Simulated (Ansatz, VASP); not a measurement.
# One calculation of Au, two programs

POSCAR

```
Au
1.0
    2.9869983627      0.0000000000      0.0000000000
   -1.4934991814      2.5868164632      0.0000000000
    0.0000000000      0.0000000000      4.9532000000
Au
2
Direct
    0.3333333333      0.6666666667      0.7500000000
    0.6666666667      0.3333333333      0.2500000000
```

File INCAR.step1:

```
SYSTEM = Au
ALGO = Normal
EDIFF = 1E-4
ENCUT = 520
GGA = PE
ISMEAR = 0
LASPH = .True.
LCHARG = .False.
LREAL = .False.
LWAVE = .True.
NBANDS = 18
NELM = 60
PREC = Accurate
SIGMA = 0.15
```

The input INCAR.step2:

```
SYSTEM = Au
ALGO = Normal
EDIFF = 1E-6
ENCUT = 520
ISIF = 2
ISMEAR = 0
ISTART = 1
LASPH = .True.
LCHARG = .False.
LMIXTAU = .True.
LREAL = .False.
LWAVE = .False.
METAGGA = R2SCAN
NBANDS = 18
NELM = 60
PREC = Accurate
SIGMA = 0.15
```

KPOINTS

```
k-points
0
Gamma
  18 18 10
  0 0 0
```

Input for Ansatz:

```yaml
crystal:
  lattice:
    - [2.9869983627, 0.0, 0.0]
    - [-1.4934991814, 2.5868164632, 0.0]
    - [0.0, 0.0, 4.9532]
  atoms:
    - { symbol: Au, position: [0.3333333333, 0.6666666667, 0.75] }
    - { symbol: Au, position: [0.6666666667, 0.3333333333, 0.25] }
basis:
  ecutwfc: 500
kpoints:
  mp_grid: { grid: [18, 18, 10] }
hamiltonian:
  xc: r2scan
scf:
  occupations: { method: gaussian, width: 0.15 }
output:
  forces: true
  stress: true
  eigenvalues: true
```

Change from the starting cell: strain +0.030 along x and y, +0.015 along z, atoms carried along.

Alike in both runs: task single point; functional r2SCAN; k mesh 18 × 18 × 10; occupations gaussian, width 0.15 eV; no spin polarisation.

|  | VASP | Ansatz |
| --- | --- | --- |
| version | VASP 6.6.1 | Ansatz 0.2.0 |
| potentials or method | VASP PAW PBE potentials, release 64 (Au) | scalar-relativistic, plane waves, PAW |
| plane-wave cutoff (eV) | 520 | 500 |
| valence electrons in the cell | 22 | 38 |

```tsv
	VASP	Ansatz	Ansatz less VASP
gap on the k mesh at the Fermi level (eV)	none	none	-
pressure (GPa)	-9.9	-10.0	-0.12
largest component of the traceless stress (GPa)	0.60	0.61	+0.008
```

A gap of «none» marks a metal or a gap that the smearing closes. The two sets of potentials don't hold the same shells in valence.

Caveats: the PAW data sets were made with another functional, which shifts forces and pressure a little (VASP). The runs have no spin-orbit coupling, so splittings on Au are missing.
